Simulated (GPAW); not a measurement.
Se in GPAW: convergence with smearing width (eV)

Se:

```
Se
1.0
     4.36620    0.00000    0.00000
    -2.18310    3.78124    0.00000
     0.00000    0.00000    4.95360
Se
3
Cartesian
  1.6910 2.9289 0.0000
  -0.4921 0.8523 3.3024
  0.9841 0.0000 1.6512
```

| Property | Result |
| --- | --- |
| Program | GPAW 26.7.0 |
| Task | convergence study |
| Functional | LDA |
| Potentials or basis | the program's PAW data sets (release 1.2.1) made for this functional |
| Cutoff | 600 eV |
| Basis | pw |
| k mesh | 5 × 5 × 4 |
| Occupations | fermi-dirac, width 0.5 eV |
| Spin | no spin polarisation |

These are the settings of the first run; the series varies smearing width (eV), with any setting tied to it.

Hardware: 1 thread of Arm Neoverse V2 (shared host).

**Question.** The values tried are 0.5, 0.3, 0.2, 0.15, 0.1, 0.05, 0.025, 0.01, loosest first. From which on does the largest force stay within 0.005 eV/Å of the tightest run that finished?

**Answer.** From 0.15 on.

| smearing width (eV) | energy less the tightest run, at zero smearing (meV/atom) | pressure (GPa) | largest force (eV/Å) | gap on the mesh (eV) | SCF cycles | CPU time (s) | peak memory (GiB) |
| --- | --- | --- | --- | --- | --- | --- | --- |
| 0.5 | 61.92 | -0.06 | 0.505 | 1.130 | 10 | 20 | 0.18 |
| 0.3 | 14.73 | -1.02 | 0.293 | 1.118 | 10 | 20 | 0.18 |
| 0.2 | 3.09 | -1.19 | 0.253 | 1.115 | 10 | 20 | 0.18 |
| 0.15 | 0.80 | -1.21 | 0.245 | 1.115 | 10 | 20 | 0.18 |
| 0.1 | 0.08 | -1.22 | 0.243 | 1.114 | 10 | 20 | 0.18 |
| 0.05 | 0.00 | -1.22 | 0.242 | 1.114 | 10 | 20 | 0.18 |
| 0.025 | 0.00 | -1.22 | 0.242 | 1.114 | 10 | 20 | 0.18 |
| 0.01 | 0.00 | -1.22 | 0.242 | 1.114 | 10 | 20 | 0.18 |

Against the tightest run, the energy stays within 1 meV/atom from 0.15 on; the pressure stays within 0.1 GPa from 0.2 on; the gap on the mesh stays within 0.01 eV from 0.3 on. The tightest run that finished is the yardstick and may itself not be fully converged.

Caveat, for the tightest run too: an odd mesh through Γ misses points on the zone boundary, where band edges often lie.
